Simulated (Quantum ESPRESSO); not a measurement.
# Hg (P-1) in Quantum ESPRESSO: single point with rPW86PBE+rVV10

Aim: the single point of Hg with rPW86PBE+rVV10.

All numbers are computed with Quantum ESPRESSO 7.5; they aren't measurements. Logs are shortened: lines on timing, memory, paths and dates and some standing lists are left out, and cuts for length are marked.

## Step 1: The crystal as given

The typed cell holds 2 atoms: a = 3.605 Å, b = 4.139 Å, c = 4.139 Å, α = 90.00°, β = 90.00°, γ = 90.00°.

## Step 2: Single point, rPW86PBE+rVV10

The input, pw.in:

```
&CONTROL
  calculation = 'scf'
  prefix = 'pwscf'
  outdir = './tmp'
  pseudo_dir = './pseudo'
  tprnfor = .true.
  tstress = .true.
  disk_io = 'nowf'
/
&SYSTEM
  ibrav = 0
  A = 3.604516
  nat = 2
  ntyp = 1
  ecutwfc = 66
  nbnd = 28
  input_dft = 'rvv10'
  occupations = 'smearing'
  smearing = 'mp'
  degauss = 0.01469973
/
&ELECTRONS
  conv_thr = 4d-10
  electron_maxstep = 120
  mixing_beta = 0.5
/
ATOMIC_SPECIES
Hg   200.5920 Hg.upf
CELL_PARAMETERS alat
   0.0000000000    0.0000000000   -1.0000000000
   0.0000000000   -1.1483899641    0.0000000000
  -1.1483899641    0.0000000000    0.0000000000
ATOMIC_POSITIONS alat
Hg    -0.2824007943   -0.6592514839   -0.4703134500
Hg    -0.2917941878   -1.0633334624   -0.0296865500
K_POINTS automatic
10 10 10 0 0 0
```

Potentials or basis: Ansatz NC SR PBE.

Started as:

```
> OMP_NUM_THREADS=1 pw.x -in pw.in > pw.out
```

pw.out:

```text
[... set-up lines left out ...]
     Self-consistent Calculation

     iteration #  1     ecut=    66.00 Ry     beta= 0.50
     Davidson diagonalization with overlap
     ethr =  1.00E-02,  avg # of iterations =  6.1

     Threshold (ethr) on eigenvalues was too large:
     Diagonalizing with lowered threshold

     Davidson diagonalization with overlap
     ethr =  1.00E-04,  avg # of iterations =  5.2

     total energy              =    -666.01568397 Ry
     estimated scf accuracy    <       0.04132079 Ry

     iteration #  2     ecut=    66.00 Ry     beta= 0.50
     Davidson diagonalization with overlap
     ethr =  1.03E-04,  avg # of iterations =  2.0

     total energy              =    -666.02381594 Ry
     estimated scf accuracy    <       0.00389023 Ry

     iteration #  3     ecut=    66.00 Ry     beta= 0.50
     Davidson diagonalization with overlap
     c_bands:  1 eigenvalues not converged
     ethr =  9.73E-06,  avg # of iterations =  2.7

     total energy              =    -666.02417674 Ry
     estimated scf accuracy    <       0.00050298 Ry

     iteration #  4     ecut=    66.00 Ry     beta= 0.50
     Davidson diagonalization with overlap
     ethr =  1.26E-06,  avg # of iterations =  3.7

     total energy              =    -666.02422428 Ry
     estimated scf accuracy    <       0.00001431 Ry

     iteration #  5     ecut=    66.00 Ry     beta= 0.50
     Davidson diagonalization with overlap
     ethr =  3.58E-08,  avg # of iterations =  2.0

     total energy              =    -666.02422615 Ry
     estimated scf accuracy    <       0.00000235 Ry

     iteration #  6     ecut=    66.00 Ry     beta= 0.50
     Davidson diagonalization with overlap
     ethr =  5.88E-09,  avg # of iterations =  2.0

     total energy              =    -666.02422646 Ry
     estimated scf accuracy    <       0.00000023 Ry

     iteration #  7     ecut=    66.00 Ry     beta= 0.50
     Davidson diagonalization with overlap
     ethr =  5.78E-10,  avg # of iterations =  2.0

     total energy              =    -666.02422651 Ry
     estimated scf accuracy    <          8.5E-09 Ry

     iteration #  8     ecut=    66.00 Ry     beta= 0.50
     Davidson diagonalization with overlap
     ethr =  2.13E-11,  avg # of iterations =  2.0

     total energy              =    -666.02422651 Ry
     estimated scf accuracy    <          5.3E-09 Ry

     iteration #  9     ecut=    66.00 Ry     beta= 0.50
     Davidson diagonalization with overlap
     ethr =  1.32E-11,  avg # of iterations =  2.0

     End of self-consistent calculation

     Number of k-points >= 100: set verbosity='high' to print the bands.

     the Fermi energy is    10.6096 ev

!    total energy              =    -666.02422651 Ry
     estimated scf accuracy    <          7.5E-11 Ry
     smearing contrib. (-TS)   =      -0.00007629 Ry
     internal energy E=F+TS    =    -666.02415022 Ry

     The total energy is F=E-TS. E is the sum of the following terms:
     one-electron contribution =    -433.07247194 Ry
     hartree contribution      =     221.27502590 Ry
     xc contribution           =    -110.86830562 Ry
     ewald contribution        =    -343.35839856 Ry

     convergence has been achieved in   9 iterations

     Forces acting on atoms (cartesian axes, Ry/au):

     atom    1 type  1   force =     0.00972103    0.44918939   -0.29805459
     atom    2 type  1   force =    -0.00972103   -0.44918939    0.29805459

     Total force =     0.762499     Total SCF correction =     0.000044

     Computing stress (Cartesian axis) and pressure

          total   stress  (Ry/bohr**3)                   (kbar)     P=      313.60
  -0.00025876   0.00007023  -0.00004607          -38.06       10.33       -6.78
   0.00007023   0.00272792  -0.00188251           10.33      401.29     -276.93
  -0.00004607  -0.00188251   0.00392621           -6.78     -276.93      577.57

=------------------------------------------------------------------------------=
   JOB DONE.
=------------------------------------------------------------------------------=
```

Wall time 7.5 min (1 thread of Intel Xeon 6975P-C (Granite Rapids), shared host); peak memory 0.92 GiB.

What came out:

```
Free energy            : -9061.7212 eV
Pressure               : 31.4 GPa
Largest force          : 13.863 eV/Å
Band gap on the k mesh : none (metal or under the smearing width)
```

Forces in eV/Å, atoms in the order of the input:
```
Hg    0.250  11.549  -7.663
Hg   -0.250 -11.549   7.663
```

Levels at points of the mesh, in eV from the Fermi level:
```
              k point  band 18  band 19  band 20  band 21  band 22  band 23
   (0.00, 0.00, 0.00)    -5.82    -4.75     2.25     2.83     3.10     4.85
  (0.00, 0.00, -0.50)    -5.79    -4.73    -2.04     3.77     4.11     5.73
 (0.00, -0.50, -0.50)    -5.57    -4.74    -3.28     0.00     2.21     8.13
  (-0.50, 0.00, 0.00)    -6.02    -4.31    -3.95     5.05     5.46     6.05
 (-0.50, 0.00, -0.50)    -6.00    -3.68    -3.23     1.39     2.25     5.94
(-0.50, -0.50, -0.50)    -5.87    -2.04    -1.08     0.61     1.35     2.40
  (0.00, -0.50, 0.00)    -5.64    -5.10    -4.14     4.38     7.08     7.28
  (0.50, -0.50, 0.00)    -5.82    -2.76    -1.78    -0.21     0.42     6.86
```

Caveat: the potentials were made for another functional, which shifts forces and pressure; a pressure of tens of GPa on the cell as given is suspect, and the run, the potentials or the cell itself is likely at fault; pairwise dispersion overbinds metals, which lowers pressure and volume. Spin-orbit coupling is left out, which matters for the levels of Hg.

## Step 3: The reference run

An earlier run on the cell as given: functional PBE; potentials or basis SSSP 1.3 efficiency PBE; cutoff 816 eV; density cutoff 3265 eV; k mesh 7 × 7 × 7; occupations fermi-dirac, width 0.05 eV; no spin polarisation.

- Pressure: 29.8 GPa
- Largest force: 13.130 eV/Å
- Band gap on the k mesh: none (metal or under the smearing width)
